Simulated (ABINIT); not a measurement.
Hf, 2 atoms in the cell. It takes space group P6_3/mmc (No. 194, hexagonal). The conventional cell has a = 3.197 Å, b = 3.197 Å, c = 5.058 Å, α = 90.00°, β = 90.00°, γ = 120.00°. Around Hf (site symmetry -6m2) lie 12 Hf at 3.13 to 3.20 Å. 

```yaml
Program: ABINIT 10.8.3 (patched build)
Task: equation of state
Functional: LDA
Potentials_or_basis: HGH LDA semicore
Cutoff: 571 eV
k_mesh: 10 × 10 × 5
Occupations: fermi-dirac, width 0.05 eV
Spin: no spin polarisation
```

Potentials or basis: HGH LDA semicore.

The run is started by

```sh
$ abinit run.abi > log 2>&1
```

Hardware: 1 thread of Arm Neoverse V1, with other jobs on the host.

**Question.** How long does it take, and how much memory?

**Answer.** Run time: 120 s on 1 thread of Arm Neoverse V1, on a shared host, peak memory 0.11 GiB. Counts: scf iterations 44, mpi ranks 1, k points 42, bands 16, plane waves 1321.
